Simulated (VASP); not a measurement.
# Results of a VASP single-point calculation on NaI (strained rocksalt)

POSCAR

```
Na I
 1.0000000000000000
     0.0000000000000000    3.2297205553000001    3.3624620700999999
     3.2297205553000001    0.0000000000000000    3.3624620700999999
     3.2297205553000001    3.2297205553000001    0.0000000000000000
 Na  I
   1   1
Cartesian
  0.0000000000000000  0.0000000000000000  0.0000000000000000
  3.2297205552999997  3.2297205552999997  3.3624620700999994
```

```
gap between bands v and c : 3.53 eV
least direct gap          : 3.53 eV
```

Band v is the last that the valence electrons fill when counted band by band, and c is the next. Levels in eV from the top of v:

```
point    v−1      v     c   c+1
    Γ  -0.04   0.00  3.53  7.73
    X  -0.83  -0.68  4.43  5.56
    K  -1.30  -0.54  5.23  6.73
    L  -0.32  -0.26  5.05  7.25
    W  -1.33  -0.94  5.79  7.36
```

Which of these levels of theory gave these results?
A. PBE with spin–orbit coupling
B. LDA
C. HSE06
D. r²SCAN
E. PBE
F. PBEsol
G. PBE0

E.

The INCAR was:

```
SIGMA = 0.02
IBRION = -1
LREAL = .FALSE.
GGA = PE
LCHARG = .FALSE.
ISIF = 2
NSW = 0
LASPH = .TRUE.
NELM = 120
ISMEAR = -1
ENCUT = 520
EDIFF = 1E-7
NBANDS = 14
PREC = Accurate
LWAVE = .FALSE.
```
